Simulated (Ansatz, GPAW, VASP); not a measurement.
**Sb: programs and potentials compared**

```xyz
2
Lattice="2.1542 1.2437 3.7580 -2.1542 1.2437 3.7580 0.0000 -2.4875 3.7580" Properties=species:S:1:pos:R:3 pbc="T T T"
Sb    0.0000    0.0000    8.6416
Sb    0.0000    0.0000    2.6324
```

Alike in all runs: task single point; functional LDA; k mesh 8 × 8 × 8; occupations gaussian, width 0.05 eV; no spin polarisation; no spin-orbit coupling. LDA stands for any of its common fits. Pressure is positive in compression and, in plane waves, holds the error of the finite cutoff.

```
                                                    program and potentials  plane-wave cutoff (eV)                                    notes  pressure (GPa)
GPAW, the program's PAW data sets (release 1.2.1) made for this functional                     600  15 valence electrons an atom on average           -1.51
                            Ansatz, all-electron LAPW, scalar-relativistic                       -                                        -           -1.16
                                            VASP, LDA PAW files Sb, 500 eV                     500   5 valence electrons an atom on average           -0.92
```

Force on atom 1 (Sb), eV/Å:

```json
{"program and potentials": "GPAW, the program's PAW data sets (release 1.2.1) made for this functional", "x": "0.000", "y": "0.000", "z": "0.025"}
{"program and potentials": "VASP, LDA PAW files Sb, 500 eV", "x": "0.000", "y": "0.000", "z": "-0.064"}
```

The pressure spans -1.51 (GPAW, the program's PAW data sets (release 1.2.1) made for this functional) to -0.92 GPa (VASP, LDA PAW files Sb, 500 eV), with all-electron results at -1.16.

The functional is the same throughout but for its coding, so the spread measures potentials, basis and numerics; runs on potential files found faulty are left out.

All three runs put the cell under tension, so LDA favours a smaller volume than the one supplied. This is the usual LDA overbinding, and it probably acts most on the weak contacts between the antimony bilayers. The sign of the pressure is therefore robust to the choice of potential, though its size is not. Treating the 4d shell as valence does not in itself bring the pressure closer to the all-electron value: the five-electron VASP result lies nearer to -1.16 GPa than the GPAW result does.

The forces test a subtler feature, the Peierls-like distortion of the half-filled p bonds that splits the neighbours into short and long sets. GPAW's 0.025 eV/Å pushes atom 1 towards its three short-bonded neighbours, strengthening the distortion, whereas VASP's -0.064 eV/Å pushes it towards the longer contacts. Both forces are small, which suggests that the internal coordinate is near equilibrium at this cell, but the direction of its relaxation remains unsettled without an all-electron force.
